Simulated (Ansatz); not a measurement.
The elements of this relaxed trial crystal are hidden behind letters.

```
lattice vectors (Å)
   3.1839    1.8382    1.4300
  -3.1839    1.8382    1.4300
   0.0000   -3.6764    1.4300
fractional positions
X 0.5000 0.5000 0.5000
Z 0.5000 0.5000 0.0000
Z 0.0000 0.5000 0.5000
Z 0.5000 0.0000 0.5000
```

These are results of DFT PBE, scalar-relativistic, plane waves, PAW in Ansatz 0.2.0, not measurements. Settings of the last relaxation (4-atom cell): 420 eV, 14×14×14 k points, Gaussian smearing of 0.10 eV, collinear spin.

```
Space group                                 : R-3m (No. 166)
Conventional cell                           : a = 6.368 Å, c = 4.290 Å
Volume per atom                             : 12.55 Å³
Density                                     : 2.11 g/cm³
Formation energy                            : −1.21 eV/atom
Gap on the 14×14×14 mesh of the 4-atom cell : 0 eV (a metal)
Net moment per atom                         : 0.50 μB
```

Energies are uncorrected and count from the elements' standard states at the same level.

Question: X is an s-block element of period 2 and Z is a p-block element of period 2. Which elements are they?

Answer: X = Li, Z = F, so the formula is LiF3. Density times volume gives a mean mass of 2.11 × 12.55/1.6605 = 15.9 u per atom, and this set has 16.0 u. Among the elements that the hints allow, noble gases aside, only these give it. Li is surrounded by 6 F at 1.97 Å; F has 2 Li at 1.97 Å and 4 F at 2.33 Å.

The end has C2/m (No. 12) at a tolerance of 0.01 Å; the cell shown is made exact in the group found at 0.05 Å. Another magnetic order may lie lower. A structure relaxed within its symmetry needn't be a true minimum.
